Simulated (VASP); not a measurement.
# Ge (P4/mmm) in VASP: relaxation of cell and atoms with revPBE+D3

Aim: the relaxation of cell and atoms of Ge with revPBE+D3.

Everything below comes from runs of VASP 6.6.1. Logs are shortened: lines on timing, memory, paths and dates and some standing lists are left out, and cuts for length are marked.

## Step 1: The crystal as given

It takes space group P4/mmm (No. 123, tetragonal). Conventional cell: a = 5.241 Å, b = 5.241 Å, c = 2.655 Å, α = 90.00°, β = 90.00°, γ = 90.00°. Around Ge (site symmetry 4/mmm) lie 6 Ge at 2.62 to 2.66 Å. Ge (site symmetry mmm) has 4 Ge at 2.62 to 2.66 Å as nearest neighbours.

The cell was built by a generator and needn't be a form met in nature.

## Step 2: Relaxation of cell and atoms, revPBE+D3

The input, INCAR:

```
  ALGO = Normal
  EDIFF = 1E-6
  EDIFFG = -0.02
  ENCUT = 600
  GGA = RE
  IBRION = 2
  ISIF = 3
  ISMEAR = -1
  IVDW = 11
  LASPH = T
  LCHARG = F
  LREAL = F
  LWAVE = F
  NELM = 100
  NSW = 40
  PREC = Accurate
  SIGMA = 0.05
```

The input, KPOINTS:

```
k-points
0
Gamma
  5 5 10
```

The input, POSCAR:

```
Ge
1.0
    5.2405800000      0.0000000000      0.0000000000
    0.0000000000      5.2405800000      0.0000000000
    0.0000000000      0.0000000000      2.6553600000
Ge
3
Direct
    0.0000000000      0.0000000000      0.0000000000
    0.0000000000      0.5000000000      0.0000000000
    0.5000000000      0.0000000000      0.0000000000
```

Potentials or basis: VASP PAW PBE potentials, release 64 (Ge_d).

The run is started by

```bash
$ cat potpaw_PBE.64/Ge_d/POTCAR > POTCAR
$ mpirun -np 1 vasp_std > vasp.out
```

OUTCAR:

```text
EDIFF = 1E-6
   EDIFFG = -0.02
   ENCUT = 600
   GGA = RE
   IBRION = 2
   ISIF = 3
   ISMEAR = -1
   IVDW = 11
   LASPH = T
   LREAL = F
   NELM = 100
   NSW = 40
   PREC = Accurate
 IVDW          = 11

 ion  position               nearest neighbor table
   1  0.000  0.000  0.000-   2 2.62   3 2.62   2 2.62   3 2.62
   2  0.000  0.500  0.000-   1 2.62   1 2.62
   3  0.500  0.000  0.000-   1 2.62   1 2.62

  LATTYP: Found a simple tetragonal cell.
 ALAT       =     5.2405800000
 C/A-ratio  =     0.5066920074

  Lattice vectors:

 A1 = (   5.2405800000,   0.0000000000,   0.0000000000)
 A2 = (   0.0000000000,   5.2405800000,   0.0000000000)
 A3 = (   0.0000000000,   0.0000000000,   2.6553600000)

Analysis of symmetry for initial positions (statically):
=====================================================================
 Subroutine PRICEL returns:
 Original cell was already a primitive cell.

 Routine SETGRP: Setting up the symmetry group for a
 simple tetragonal supercell.

 Subroutine GETGRP returns: Found 16 space group operations
 (whereof 16 operations were pure point group operations)
 out of a pool of 16 trial point group operations.

The static configuration has the point symmetry D_4h.

Analysis of symmetry for dynamics (positions and initial velocities):
=====================================================================
 Subroutine PRICEL returns:
 Original cell was already a primitive cell.

 Routine SETGRP: Setting up the symmetry group for a
 simple tetragonal supercell.

 Subroutine GETGRP returns: Found 16 space group operations
 (whereof 16 operations were pure point group operations)
 out of a pool of 16 trial point group operations.

The dynamic configuration has the point symmetry D_4h.

 Subroutine INISYM returns: Found 16 space group operations
 (whereof 16 operations are pure point group operations),
 and found     1 'primitive' translations

----------------------------------------------------------------------------------------

                                     Primitive cell

  volume of cell :      72.9260

  direct lattice vectors                    reciprocal lattice vectors
     5.240580000  0.000000000  0.000000000     0.190818574  0.000000000  0.000000000
     0.000000000  5.240580000  0.000000000     0.000000000  0.190818574  0.000000000
     0.000000000  0.000000000  2.655360000     0.000000000  0.000000000  0.376596770

  length of vectors
     5.240580000  5.240580000  2.655360000     0.190818574  0.190818574  0.376596770

  position of ions in fractional coordinates (direct lattice)
     0.000000000  0.000000000  0.000000000
     0.000000000  0.500000000  0.000000000
     0.500000000  0.000000000  0.000000000

  ion indices of the primitive-cell ions
   primitive index   ion index
                 1           1
                 2           2
                 3           3

----------------------------------------------------------------------------------------

 KPOINTS: k-points

Automatic generation of k-mesh.
 Grid dimensions read from file:
 generate k-points for:    5    5   10

 Generating k-lattice:

  Cartesian coordinates                     Fractional coordinates (reciprocal lattice)
     0.038163715  0.000000000  0.000000000     0.200000000  0.000000000  0.000000000
     0.000000000  0.038163715  0.000000000     0.000000000  0.200000000  0.000000000
     0.000000000  0.000000000  0.037659677     0.000000000  0.000000000  0.100000000

  Length of vectors
     0.038163715  0.038163715  0.037659677

  Shift w.r.t. Gamma in fractional coordinates (k-lattice)
     0.000000000  0.000000000  0.000000000

 Subroutine IBZKPT returns following result:
 ===========================================

 Found     36 irreducible k-points:

 Following reciprocal coordinates:
            Coordinates               Weight
  0.000000  0.000000  0.000000      1.000000
  0.200000  0.000000  0.000000      4.000000
  0.400000  0.000000  0.000000      4.000000
  0.200000  0.200000  0.000000      4.000000
  0.400000  0.200000  0.000000      8.000000
  0.400000  0.400000  0.000000      4.000000
[... 16 lines left out ...]
  0.400000  0.200000  0.300000     16.000000
  0.400000  0.400000  0.300000      8.000000
 [... further k-points ...]
   k-points           NKPTS =     36   k-points in BZ     NKDIM =     36   number of bands    NBANDS=     25
   number of dos      NEDOS =    301   number of ions     NIONS =      3
   total plane-waves  NPLWV =  42336
   dimension x,y,z NGX =    42 NGY =   42 NGZ =   24
   dimension x,y,z NGXF=    84 NGYF=   84 NGZF=   48
   ions per type =               3
   NGX,Y,Z   is equivalent  to a cutoff of  13.32, 13.32, 15.03 a.u.
   NGXF,Y,Z  is equivalent  to a cutoff of  26.65, 26.65, 30.05 a.u.
 SYSTEM =  unknown system
   PREC   = accura    normal or accurate (medium, high low for compatibility)
   ISTART =      0    job   : 0-new  1-cont  2-samecut
   ICHARG =      2    charge: 1-file 2-atom 10-const
   ISPIN  =      1    spin polarized calculation?
   LNONCOLLINEAR =      F non collinear calculations
   LSORBIT =      F    spin-orbit coupling
   LASPH  =      T    aspherical Exc in radial PAW
   ENCUT  =  600.0 eV  44.10 Ry    6.64 a.u.  10.47 10.47  5.30*2*pi/ulx,y,z
   NELM   =    100;   NELMIN=  2; NELMDL= -5     # of ELM steps
   EDIFF  = 0.1E-05   stopping-criterion for ELM
   LREAL  =      F    real-space projection
   EDIFFG = -.2E-01   stopping-criterion for IOM
   NSW    =     40    number of steps for IOM
   IBRION =      2    ionic relax: 0-MD 1-quasi-New 2-CG
   NFREE  =      1    steps in history (QN), initial steepest desc. (CG)
   ISIF   =      3    stress and relaxation
   ISYM   =      2    0-nonsym 1-usesym 2-fastsym
   POTIM  = 0.5000    time-step for ionic-motion
   TEBEG  =    0.0;   TEEND  =   0.0 temperature during run
   PSTRESS=    0.0 pullay stress
   NELECT =      42.0000    total number of electrons
   NUPDOWN=      -1.0000    fix difference up-down
   EMIN   =  10.00;   EMAX   =-10.00  energy-range for DOS
   EFERMI =   0.00;   METHOD = LEGACY
   ISMEAR =    -1;   SIGMA  =   0.05  broadening in eV -4-tet -1-fermi 0-gaus
   EFERMI_NEDOS =   21; number of points for ismear=-14 and -15
   IALGO  =     38    algorithm
   IMIX   =      4    mixing-type and parameters
     AMIX     =   0.40;   BMIX     =  1.00
     AMIX_MAG =   1.60;   BMIX_MAG =  1.00
  volume/ion in A,a.u.               =      24.31       164.04
  Fermi-wavevector in a.u.,A,eV,Ry     =   1.362063  2.573926 25.241744  1.855216
  Thomas-Fermi vector in A             =   2.488585
   LORBIT       =      0    0 simple, 1 ext, 2 COOP (PROOUT), +10 PAW based schemes
   GGA     = RE    functional components
   LHFCALC =     F    Hartree Fock is set to
   AEXX    =    0.0000 exact exchange contribution
   IVDW    =    11    specifies the selected vdW correction
   LEPSILON=     F    determine dielectric tensor
   LRPA    =     F    only Hartree local field effects (RPA)
 conjugate gradient relaxation of ions
 non-spin polarized calculation
  energy-cutoff  :      600.00
  volume of cell :       72.93
 maximum number of plane-waves:      2450
 NGX is ok and might be reduce to    42
   NGX = 21   NGY = 21   NGZ = 11

--------------------------------------- Ionic step        1  -------------------------------------------

 number of electron      41.9999962 magnetization

 Free energy of the ion-electron system (eV)
  ---------------------------------------------------
  ext. energy  EPLUGINS =         0.00000000
  ---------------------------------------------------
  free energy    TOTEN  =       -11.07606654 eV

  energy without entropy =      -11.06201588  energy(sigma->0) =      -11.06904121

------------------------ aborting loop because EDIFF is reached ----------------------------------------

 Edisp (eV)   -0.75895

 E8    (eV) :    -0.3162

  FORCE on cell =-STRESS in cart. coord.  units (eV):
  Direction    XX          YY          ZZ          XY          YZ          ZX
  --------------------------------------------------------------------------------------
  -------------------------------------------------------------------------------------
  Total       0.24165     0.24165     0.82162     0.00000    -0.00000     0.00000
  in kB       5.30897     5.30897    18.05096     0.00000    -0.00000     0.00000
  external pressure =        9.56 kB  Pullay stress =        0.00 kB
[... 186 lines left out ...]
  energy  without entropy=      -11.8366913569  energy(sigma->0) =      -11.84474368

--------------------------------------- Ionic step        6  -------------------------------------------

 number of electron      41.9999988 magnetization

 Free energy of the ion-electron system (eV)
  ---------------------------------------------------
  ext. energy  EPLUGINS =         0.00000000
  ---------------------------------------------------
  free energy    TOTEN  =       -11.06254664 eV

  energy without entropy =      -11.04624881  energy(sigma->0) =      -11.05439773

 E-fermi :   3.8582     XC(G=0):  -9.4043

 val. band max:        3.8423798419   @ k =   0.4000   0.2000   0.5000
 cond. band min:       3.8613884820   @ k =   0.4000   0.0000   0.3000
 fundamental gap:      0.0190086401
 Fermi energy:         3.8581994128

 k-point     1 :       0.0000    0.0000    0.0000
  band No.  band energies     occupation
      1     -20.9812      2.00000
      2     -20.9688      2.00000
      3     -20.9572      2.00000
      4     -20.9399      2.00000
      5     -20.9149      2.00000
      6     -20.8770      2.00000
[... 661 lines left out ...]
     24       6.1179      0.00000
     25       6.8977      0.00000

 [... further k-points ...]

------------------------ aborting loop because EDIFF is reached ----------------------------------------

 Edisp (eV)   -0.79065

 E8    (eV) :    -0.3297

  FORCE on cell =-STRESS in cart. coord.  units (eV):
  Direction    XX          YY          ZZ          XY          YZ          ZX
  --------------------------------------------------------------------------------------
  -------------------------------------------------------------------------------------
  Total      -0.04615    -0.04615     0.04174     0.00000     0.00000     0.00000
  in kB      -0.96514    -0.96514     0.87290     0.00000     0.00000     0.00000
  external pressure =       -0.35 kB  Pullay stress =        0.00 kB
[... 18 lines left out ...]
  FREE ENERGIE OF THE ION-ELECTRON SYSTEM (eV)
  ---------------------------------------------------
  free  energy   TOTEN  =       -11.8531936264 eV

  energy  without entropy=      -11.8368957942  energy(sigma->0) =      -11.84504471

 reached required accuracy - stopping structural energy minimisation
```

Run time: 2.7 min. Hardware: 1 thread of Intel Xeon Platinum 8559C (Emerald Rapids), shared host; peak memory 0.24 GiB.

Results:

```
Free energy                            : -11.8532 eV
Relaxed volume                         : 25.54 Å³/atom
Relaxed cell                           : a = 5.289 Å, b = 5.289 Å, c = 2.739 Å, α = 90.00°, β = 90.00°, γ = 90.00°
Space group after relaxing (to 0.05 Å) : P4/mmm (No. 123)
Energy gained by relaxing              : 6.1 meV/atom
Ionic steps                            : 6
Pressure after relaxing                : 0.0 GPa
Band gap on the k mesh                 : none (metal or under the smearing width)
Dispersion energy per atom             : -0.264 eV
```

The path:
| step | energy change (eV) | largest force (eV/Å) | pressure (GPa) | volume (Å³) |
| --- | --- | --- | --- | --- |
| 1 | 0.0000 | 0.0000 | 0.96 | 72.93 |
| 2 | -0.0092 | 0.0000 | 0.73 | 74.46 |
| 3 | -0.0060 | 0.0000 | -1.76 | 78.58 |
| 4 | -0.0154 | 0.0000 | 0.56 | 75.64 |
| 5 | -0.0178 | 0.0000 | -0.31 | 77.10 |
| 6 | -0.0182 | 0.0000 | -0.04 | 76.62 |

Final structure:
```xyz
3
Lattice="5.2890 0.0000 0.0000 0.0000 5.2890 0.0000 0.0000 0.0000 2.7388" Properties=species:S:1:pos:R:3 pbc="T T T"
Ge    0.0000    0.0000    0.0000
Ge    0.0000    2.6445    0.0000
Ge    2.6445    0.0000    0.0000
```

Caveat: the PAW data sets were made with another functional, which shifts forces and pressure a little; pairwise dispersion overbinds metals, which lowers pressure and volume.
